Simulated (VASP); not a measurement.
SiMo3:

```
Si Mo
1.0
    -2.69517    2.69517    2.69517
     2.69517   -2.69517    2.69517
     2.69517    2.69517   -2.69517
Si Mo
1 3
Direct
  0.00000 0.00000 0.00000
  0.00000 0.50000 0.50000
  0.50000 0.00000 0.50000
  0.50000 0.50000 0.00000
```

The cell was built by a generator and needn't be a form met in nature.

```yaml
Program: VASP 6.6.1
Task: relaxation of cell and atoms
Functional: PBE
Potentials_or_basis: VASP PAW PBE potentials, release 64 (Si, Mo_sv)
Cutoff: 520 eV
k_mesh: 5 × 5 × 5
Occupations: gaussian, width 0.15 eV
Spin: no spin polarisation
```

At the start: pressure -17.7 GPa; volume 19.58 Å³/atom.

**Question.** Where does the relaxation end?

**Answer.** Over 4 steps the energy falls by 157.9 meV/atom and the volume is 17.07 Å³/atom (-12.8 %); space group Im-3m (No. 229, to 0.05 Å).

Step by step:
```tsv
step	energy change (eV)	largest force (eV/Å)	pressure (GPa)	volume (Å³)
1	0.0000	0.0000	-17.72	78.31
2	0.9496	0.0000	50.43	56.24
3	-0.6299	0.0000	-1.22	68.66
4	-0.6316	0.0000	0.13	68.28
```

Final structure:
```
Si Mo
1.0
    -2.57481    2.57481    2.57481
     2.57481   -2.57481    2.57481
     2.57481    2.57481   -2.57481
Si Mo
1 3
Direct
  0.00000 0.00000 0.00000
  0.00000 0.50000 0.50000
  0.50000 0.00000 0.50000
  0.50000 0.50000 0.00000
```
